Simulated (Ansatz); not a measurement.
# C under changes of volume

One of the cells (5.672 Å³/atom); the others are scaled copies at fixed shape and fractional positions:

```
C
1.0
     0.00000    1.78337    1.78337
     1.78337    0.00000    1.78337
     1.78337    1.78337    0.00000
C
2
Direct
  0.75000 0.75000 0.75000
  0.50000 0.50000 0.50000
```

This isn't the form of C at room conditions, which is graphite.

* Program: Ansatz 0.2.0
* Functional: revPBE
* Potentials or basis: Ansatz PAW
* Cutoff: 420 eV (not typed: the program's choice for these potentials)
* k mesh: 13 × 13 × 13
* Occupations: fermi-dirac, width 0.05 eV
* Spin: no spin polarisation

| volume (Å³/atom) | energy over the lowest point (meV/atom) | pressure (GPa) | gap on the mesh (eV) |
| --- | --- | --- | --- |
| 5.332 | ? | ? | ? |
| 5.445 | 24.04 | 26.0 | 4.23 |
| 5.558 | 9.32 | 15.8 | 4.19 |
| 5.672 | 1.48 | 6.4 | 4.14 |
| 5.785 | 0.00 | -2.1 | 4.10 |
| 5.899 | 4.26 | -9.8 | 4.07 |
| 6.012 | 13.78 | -16.9 | 4.03 |

Problem. What does the run at 5.332 Å³/atom give?

Solution. Energy over the lowest point 46.40 meV/atom; pressure 37.3 GPa; gap on the mesh 4.28 eV.

Worked out: A Birch-Murnaghan fit of order 3 (a polynomial in V^(-2/3)) to the other rows has its minimum at 5.76 Å³/atom with B0 = V·E''(V) = 423 GPa and B' = 3.7. It gives 46.30 meV/atom at 5.332 Å³/atom, against the run's 46.40, and -dE/dV = 37.3 GPa, against 37.3. A straight line through the other rows of the gap, of slope -2.02 eV per unit of ln V, extrapolates to 4.27 eV, against the run's 4.28.

Energies are extrapolated to zero smearing.

Caveats: odd divisions of the mesh miss points on the zone boundary, where band edges often lie, so the gap on the mesh can be too wide; the PAW data sets come from PBE, with cores solved anew for the run's functional, which leaves a small shift of forces and pressure.

A mesh can miss the band edges.
